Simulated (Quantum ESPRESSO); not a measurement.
CsPbCl3 under changes of volume

One of the cells (35.217 Å³/atom); the others are scaled copies at fixed shape and fractional positions:

```xyz
5
Lattice="5.6050 0.0000 0.0000 0.0000 5.6050 0.0000 0.0000 0.0000 5.6050" Properties=species:S:1:pos:R:3 pbc="T T T"
Pb    2.8025    2.8025    2.8025
Cs    0.0000    0.0000    0.0000
Cl    2.8025    0.0000    2.8025
Cl    0.0000    2.8025    2.8025
Cl    2.8025    2.8025    0.0000
```

* Program: Quantum ESPRESSO 7.5
* Functional: LDA
* Potentials or basis: GBRV 1.5 LDA
* Cutoff: 612 eV
* Density cutoff: 4898 eV
* k mesh: 5 × 5 × 5
* Occupations: fermi-dirac, width 0.05 eV
* Spin: no spin polarisation

| volume (Å³/atom) | energy over the lowest point (meV/atom) | pressure (GPa) | gap on the mesh (eV) |
| --- | --- | --- | --- |
| 33.104 | 0.20 | 0.3 | 2.67 |
| 33.809 | 0.00 | -0.3 | 2.72 |
| 34.513 | 2.42 | -0.9 | 2.76 |
| 35.217 | 7.11 | -1.3 | 2.81 |
| 35.922 | 13.84 | -1.8 | 2.85 |
| 36.626 | ? | ? | ? |
| 37.330 | 32.54 | -2.5 | 2.91 |

Q: What does the run at 36.626 Å³/atom give?

A: Energy over the lowest point 22.40 meV/atom; pressure -2.2 GPa; gap on the mesh 2.88 eV.

Worked out: A Birch-Murnaghan fit of order 3 (a polynomial in V^(-2/3)) to the other rows has its minimum at 33.50 Å³/atom with B0 = V·E''(V) = 29 GPa and B' = 4.7. It gives 22.39 meV/atom at 36.626 Å³/atom, against the run's 22.40, and -dE/dV = -2.1 GPa, against -2.2. A parabola through the other rows of the gap, of slope 1.69 eV per unit of ln V (its deformation potential) there, gives 2.88 eV, against the run's 2.88.

Energies are extrapolated to zero smearing.

Caveats: spin-orbit coupling is left out, which as a rule narrows the gap of such compounds by several tenths of an eV; an odd mesh through Γ misses points on the zone boundary, where band edges often lie.
